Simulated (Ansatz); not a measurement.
BeO (wurtzite)

```xyz
8
Lattice="5.4236 0.0000 0.0000 -1.3559 2.3485 0.0000 0.0000 0.0000 4.4046" Properties=species:S:1:pos:R:3 pbc="T T T"
Be     1.3559     0.7828     0.0066
Be     4.0677     0.7828     0.0066
Be     0.0000     1.5657     2.2088
Be     2.7118     1.5657     2.2088
O      1.3559     0.7828     2.7472
O      4.0677     0.7828     2.7472
O      0.0000     1.5657     0.5449
O      2.7118     1.5657     0.5449
```

A phonon eigenvector at M = (0.5, 0.0, 0.0) is frozen into this cell: atom i moves by Q times the vector below, so Q is the largest atomic displacement, in Å. The cell is held. (q is in reciprocal vectors of the primitive cell; the cell shown is doubled to hold the pattern.)

```
atom       x       y       z
----  ------  ------  ------
Be1   -0.063  -0.037   0.960
Be2    0.063   0.037  -0.960
Be3    0.063   0.037   0.960
Be4   -0.063  -0.037  -0.960
O5     0.091   0.053   0.994
O6    -0.091  -0.053  -0.994
O7    -0.091  -0.053   0.994
O8     0.091   0.053  -0.994
```

Level of theory: PBE (plane waves to 420 eV, PAW, scalar-relativistic; Ansatz, a quantum-chemistry and plane-wave program). k mesh 7×14×8 (Γ-centred), Fermi-Dirac smearing 0.05 eV. E stands for the smeared free energy. BeO was relaxed with its symmetry unable to fall. ΔE is measured from the undisplaced structure.

| Q (Å) | ΔE (meV/cell) |
|---|---|
| -0.280 | 2335 |
| -0.187 | 1051 |
| -0.093 | 265 |
| 0.000 | 0 |
| 0.093 | 265 |
| 0.187 | 1051 |
| 0.280 | 2335 |

Which DFPT wavenumber at M = (0.5, 0.0, 0.0) belongs to this mode?
(A) 854 cm⁻¹
(B) 487 cm⁻¹
(C) 321 cm⁻¹
(D) 413 cm⁻¹

D, 413 cm⁻¹. The curvature of the scan gives 413 cm⁻¹

(A displaced cell: forces are minus the slopes of the energy, force constants its curvatures, and phonons follow from these.)
